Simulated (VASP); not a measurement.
Set up this calculation in VASP 6.6.1, as the native input.

```
Task                   : relaxation of cell and atoms
Functional             : PBE
Potentials or basis    : VASP PAW PBE potentials, release 64 (Cu)
Cutoff                 : 700 eV
k mesh                 : 20 × 20 × 20
Occupations            : gaussian, width 0.1 eV
Spin                   : no spin polarisation
Further INCAR settings : ALGO = Normal; EDIFF = 1e-07; IBRION = 2; EDIFFG = -0.002; NSW = 80; ISIF = 3
```

The structure of Cu lies in POSCAR:

```
Cu                                      
1.0
   -0.0000000000      1.8171042090      1.8171042090
    1.8171042090      0.0000000000      1.8171042090
    1.8171042090      1.8171042090     -0.0000000000
  Cu            
     1
Direct
     0.0000000000000000    0.0000000000000000    0.0000000000000000
```

These files were run (other wordings do the same):

INCAR

```
SYSTEM = Cu
ALGO     = Normal         ! electronic algorithm
EDIFF    = 1E-7           ! SCF threshold, eV
EDIFFG   = -0.002         ! ionic threshold
ENCUT    = 700            ! plane-wave cutoff, eV
GGA      = PE             ! functional
IBRION   = 2              ! ionic algorithm
ISIF     = 3              ! what is computed and relaxed
ISMEAR   = 0              ! smearing method
LASPH    = .TRUE.         ! aspherical terms in the spheres
LCHARG   = .FALSE.        ! write CHGCAR
LREAL    = .FALSE.        ! projectors in reciprocal space
LWAVE    = .FALSE.        ! write WAVECAR
NELM     = 100            ! most SCF steps
NSW      = 80             ! ionic steps
PREC     = Accurate       ! precision mode
SIGMA    = 0.1            ! smearing width, eV
```

KPOINTS

```
k-points
0
G
  20 20 20
  0 0 0
```

Potentials or basis: VASP PAW PBE potentials, release 64 (Cu).

Launch:

```bash
$ cat potpaw_PBE.64/Cu/POTCAR > POTCAR
$ mpirun -np 1 vasp_std > vasp.out
```

It gave:

| Item | Value |
| --- | --- |
| Pressure after relaxing | 0.0 GPa |
| Band gap on the k mesh | none (metal or under the smearing width) |

Caveat: the relaxation stopped at its first step, so nothing moved.

Wall time 12 s on 1 thread of Intel(R) Xeon(R) 6975P-C (Granite Rapids), with other jobs on the host, peak memory 0.18 GiB.
